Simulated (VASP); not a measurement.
# TiC (Fm-3m) in VASP: a series of runs

One crystal, TiC, is run at these levels: PBE; tasks: relaxation of cell and atoms.

Everything below comes from runs of VASP 6.6.1. Logs are shortened: lines on timing, memory, paths and dates and some standing lists are left out, and cuts for length are marked.

## 1. The structure

It takes space group Fm-3m (No. 225, cubic). Conventional cell: a = 4.319 Å, b = 4.319 Å, c = 4.319 Å, α = 90.00°, β = 90.00°, γ = 90.00°. Ti (site symmetry m-3m) is surrounded by 6 C at 2.16 Å. C (site symmetry m-3m) has 6 Ti at 2.16 Å as nearest neighbours.

## 2. Relaxation of cell and atoms, PBE

INCAR reads:

```
  ALGO = Normal
  EDIFF = 1E-7
  EDIFFG = -0.15
  ENCUT = 520
  GGA = PE
  IBRION = 2
  ISIF = 3
  ISMEAR = 0
  LASPH = T
  LCHARG = F
  LREAL = F
  LWAVE = F
  NELM = 60
  NSW = 80
  PREC = Accurate
  SIGMA = 0.1
```

KPOINTS reads:

```
k-points
0
Gamma
  16 16 16
```

POSCAR reads:

```
TiC
1.0
    0.0000000000      2.1593000000      2.1593000000
    2.1593000000      0.0000000000      2.1593000000
    2.1593000000      2.1593000000      0.0000000000
Ti C
1 1
Direct
    0.0000000000      0.0000000000      0.0000000000
    0.5000000000      0.5000000000      0.5000000000
```

Potentials or basis: VASP PAW PBE potentials, release 64 (Ti_sv, C).

The run is started by

```bash
> cat potpaw_PBE.64/Ti_sv/POTCAR potpaw_PBE.64/C/POTCAR > POTCAR
> mpirun -np 1 vasp_std > vasp.out
```

OUTCAR:

```text
EDIFF = 1E-7
   EDIFFG = -0.15
   ENCUT = 520
   GGA = PE
   IBRION = 2
   ISIF = 3
   ISMEAR = 0
   LASPH = T
   LREAL = F
   NELM = 60
   NSW = 80
   PREC = Accurate

 ion  position               nearest neighbor table
   1  0.000  0.000  0.000-   2 2.16   2 2.16   2 2.16   2 2.16   2 2.16   2 2.16
   2  0.500  0.500  0.500-   1 2.16   1 2.16   1 2.16   1 2.16   1 2.16   1 2.16

  LATTYP: Found a face centered cubic cell.
 ALAT       =     4.3186000000

  Lattice vectors:

 A1 = (   0.0000000000,   2.1593000000,   2.1593000000)
 A2 = (   2.1593000000,   0.0000000000,   2.1593000000)
 A3 = (   2.1593000000,   2.1593000000,   0.0000000000)

Analysis of symmetry for initial positions (statically):
=====================================================================
 Subroutine PRICEL returns:
 Original cell was already a primitive cell.

 Routine SETGRP: Setting up the symmetry group for a
 face centered cubic supercell.

 Subroutine GETGRP returns: Found 48 space group operations
 (whereof 48 operations were pure point group operations)
 out of a pool of 48 trial point group operations.

The static configuration has the point symmetry O_h .

Analysis of symmetry for dynamics (positions and initial velocities):
=====================================================================
 Subroutine PRICEL returns:
 Original cell was already a primitive cell.

 Routine SETGRP: Setting up the symmetry group for a
 face centered cubic supercell.

 Subroutine GETGRP returns: Found 48 space group operations
 (whereof 48 operations were pure point group operations)
 out of a pool of 48 trial point group operations.

The dynamic configuration has the point symmetry O_h .

 Subroutine INISYM returns: Found 48 space group operations
 (whereof 48 operations are pure point group operations),
 and found     1 'primitive' translations

----------------------------------------------------------------------------------------

                                     Primitive cell

  volume of cell :      20.1358

  direct lattice vectors                    reciprocal lattice vectors
     0.000000000  2.159300000  2.159300000    -0.231556523  0.231556523  0.231556523
     2.159300000  0.000000000  2.159300000     0.231556523 -0.231556523  0.231556523
     2.159300000  2.159300000  0.000000000     0.231556523  0.231556523 -0.231556523

  length of vectors
     3.053711345  3.053711345  3.053711345     0.401067663  0.401067663  0.401067663

  position of ions in fractional coordinates (direct lattice)
     0.000000000  0.000000000  0.000000000
[... 103 lines left out ...]
   GGA     = PE    functional components
   LHFCALC =     F    Hartree Fock is set to
   AEXX    =    0.0000 exact exchange contribution
   IVDW    =     0    specifies the selected vdW correction
   LEPSILON=     F    determine dielectric tensor
   LRPA    =     F    only Hartree local field effects (RPA)
 conjugate gradient relaxation of ions
 non-spin polarized calculation
 Gauss-broadening in eV      SIGMA  =   0.10
  energy-cutoff  :      520.00
  volume of cell :       20.14
 maximum number of plane-waves:       560
   NGX = 11   NGY = 11   NGZ = 11

--------------------------------------- Ionic step        1  -------------------------------------------

 number of electron      16.0000002 magnetization

 Free energy of the ion-electron system (eV)
  ---------------------------------------------------
  ext. energy  EPLUGINS =         0.00000000
  ---------------------------------------------------
  free energy    TOTEN  =       -18.70757222 eV

  energy without entropy =      -18.70555611  energy(sigma->0) =      -18.70656416

------------------------ aborting loop because EDIFF is reached ----------------------------------------

  FORCE on cell =-STRESS in cart. coord.  units (eV):
  Direction    XX          YY          ZZ          XY          YZ          ZX
  --------------------------------------------------------------------------------------
  -------------------------------------------------------------------------------------
  Total        0.3449137      0.3449137      0.3449137      0.0000000     -0.0000000      0.0000000
  in kB       27.4442953     27.4442953     27.4442953      0.0000000     -0.0000000      0.0000000
  external PRESSURE =      27.4442953 kB  Pullay stress =       0.0000000 kB
[... 59 lines left out ...]
--------------------------------------- Ionic step        3  -------------------------------------------

 number of electron      16.0000000 magnetization

 Free energy of the ion-electron system (eV)
  ---------------------------------------------------
  ext. energy  EPLUGINS =         0.00000000
  ---------------------------------------------------
  free energy    TOTEN  =       -18.70943754 eV

  energy without entropy =      -18.70739956  energy(sigma->0) =      -18.70841855

 E-fermi :   9.3837     XC(G=0): -12.6878

 val. band max:        9.3652808806   @ k =  -0.0625   0.0625   0.0000
 cond. band min:       9.3863467068   @ k =   0.1250   0.1250   0.0000
 fundamental gap:      0.0210658262
 Fermi energy:         9.3837459360

 k-point     1 :       0.0000    0.0000    0.0000
  band No.  band energies     occupation
      1     -47.2054      2.00000
      2     -23.2305      2.00000
      3     -23.2305      2.00000
      4     -23.2305      2.00000
      5      -2.9983      2.00000
      6      10.0821      0.00000
      7      10.0821      0.00000
      8      10.0821      0.00000
      9      11.0642      0.00000
     10      11.0642      0.00000
     11      11.0642      0.00000
     12      11.0979      0.00000
[... 331 lines left out ...]
 k-point    24 :      -0.0625    0.0625    0.0000
  band No.  band energies     occupation
      1     -47.1983      2.00000
      2     -23.2767      2.00000
      3     -23.2433      2.00000
      4     -23.2317      2.00000
      5      -2.7657      2.00000
      6       9.1724      1.99720
      7       9.3579      1.28534
      8       9.3653      1.20601
      9      10.1925      0.00000
     10      10.7655      0.00000
     11      11.6523      0.00000
     12      12.2066      0.00000

 [... further k-points ...]

------------------------ aborting loop because EDIFF is reached ----------------------------------------

  FORCE on cell =-STRESS in cart. coord.  units (eV):
  Direction    XX          YY          ZZ          XY          YZ          ZX
  --------------------------------------------------------------------------------------
  -------------------------------------------------------------------------------------
  Total       -0.0006211     -0.0006211     -0.0006211     -0.0000000      0.0000000     -0.0000000
  in kB       -0.0488884     -0.0488884     -0.0488884     -0.0000000      0.0000000     -0.0000000
  external PRESSURE =      -0.0488884 kB  Pullay stress =       0.0000000 kB
[... 17 lines left out ...]
  FREE ENERGIE OF THE ION-ELECTRON SYSTEM (eV)
  ---------------------------------------------------
  free  energy   TOTEN  =       -18.7094375448 eV

  energy  without entropy=      -18.7073995646  energy(sigma->0) =      -18.70841855

 reached required accuracy - stopping structural energy minimisation
```

OSZICAR:

```text
N       E                     dE             d eps       ncg     rms          rms(c)
DAV:   1     0.118550464947E+03    0.11855E+03   -0.84595E+03  3480   0.160E+03
DAV:   2    -0.141376656994E+02   -0.13269E+03   -0.12612E+03  3612   0.382E+02
DAV:   3    -0.238152834748E+02   -0.96776E+01   -0.93214E+01  4552   0.989E+01
[... 34 lines left out ...]
DAV:   7    -0.187094361895E+02   -0.43731E-04   -0.58882E-05  4068   0.762E-02    0.487E-03
DAV:   8    -0.187094369238E+02   -0.73431E-06   -0.12290E-05  4648   0.269E-02    0.312E-03
DAV:   9    -0.187094373792E+02   -0.45534E-06   -0.67289E-07  3688   0.761E-03    0.804E-04
DAV:  10    -0.187094375175E+02   -0.13830E-06   -0.20876E-07  3412   0.284E-03    0.313E-04
DAV:  11    -0.187094375448E+02   -0.27351E-07   -0.15711E-08  1840   0.120E-03
   3 F= -.18709438E+02 E0= -.18708419E+02  d E =-.186533E-02
```

Run time: 41 s. Hardware: 1 thread of Intel Xeon Platinum 8488C (Sapphire Rapids), shared host; peak memory 0.17 GiB.

Results:

```yaml
Free_energy: -18.7094 eV
Relaxed_volume: 10.18 Å³/atom
Relaxed_cell: a = 3.065 Å, b = 3.065 Å, c = 3.065 Å, α = 60.00°, β = 60.00°, γ = 60.00°
Space_group_after_relaxing_to_0.05_Å: Fm-3m (No. 225)
Energy_gained_by_relaxing: 0.9 meV/atom
Ionic_steps: 3
Pressure_after_relaxing: 0.0 GPa
Band_gap_on_the_k_mesh: none (metal or under the smearing width)
```

Step by step:
```csv
step,energy change (eV),largest force (eV/Å),pressure (GPa),volume (Å³)
1,0.0000,0.0000,2.74,20.14
2,0.0012,0.0000,-3.40,20.64
3,-0.0019,0.0000,0.00,20.36
```

Final structure:
```
CELL_PARAMETERS angstrom
0.00000 2.16713 2.16713
2.16713 0.00000 2.16713
2.16713 2.16713 0.00000
ATOMIC_POSITIONS crystal
Ti 0.00000 0.00000 0.00000
C 0.50000 0.50000 0.50000
```

Caveat: the relaxation stopped at a loose force limit of 0.15 eV/Å, so its end isn't a converged minimum. Zero-point motion and thermal expansion aren't in these numbers.

## 3. Relaxation of cell and atoms, PBE

This run uses another cell than the first one, of 10.18 Å³/atom, 1.011 times its volume.

INCAR is that of step 2.

KPOINTS is that of step 2.

POSCAR reads:

```
TiC                                     
1.0
    0.0000000000      2.1671264993      2.1671264993
    2.1671264993     -0.0000000000      2.1671264993
    2.1671264993      2.1671264993      0.0000000000
  Ti              C             
     1     1
Direct
     0.0000000000000000    0.0000000000000000    0.0000000000000000
     0.5000000000000000    0.5000000000000000    0.5000000000000000
```

Potentials or basis: VASP PAW PBE potentials, release 64 (Ti_sv, C).

The run is started by

```bash
> cat potpaw_PBE.64/Ti_sv/POTCAR potpaw_PBE.64/C/POTCAR > POTCAR
> mpirun -np 1 vasp_std > vasp.out
```

It took 16 s on 1 thread of Intel Xeon Platinum 8488C (Sapphire Rapids), shared host; peak memory 0.17 GiB.

The run converged. Its results:

* Free energy: -18.7096 eV
* Pressure after relaxing: 0.0 GPa
* Band gap on the k mesh: none (metal or under the smearing width)

Final structure:
```xyz
2
Lattice="0.0000 2.1671 2.1671 2.1671 0.0000 2.1671 2.1671 2.1671 0.0000" Properties=species:S:1:pos:R:3 pbc="T T T"
Ti    0.0000    0.0000    0.0000
C     2.1671    2.1671    2.1671
```

Levels at points of the mesh, in eV from the Fermi level:
```csv
k point,band 5,band 6,band 7,band 8,band 9,band 10,band 11,band 12
"(0.00, 0.00, 0.00)",-12.38,0.70,0.70,0.70,1.68,1.68,1.68,1.71
"(0.50, 0.00, 0.00)",-8.91,-5.82,-2.88,-2.88,2.91,2.91,4.09,8.14
"(0.50, 0.50, 0.00)",-10.10,-3.42,-1.60,-0.03,-0.03,2.70,3.51,3.51
```

Caveat: the relaxation stopped at its first step, so nothing moved; the relaxation stopped at a loose force limit of 0.15 eV/Å, so its end isn't a converged minimum.
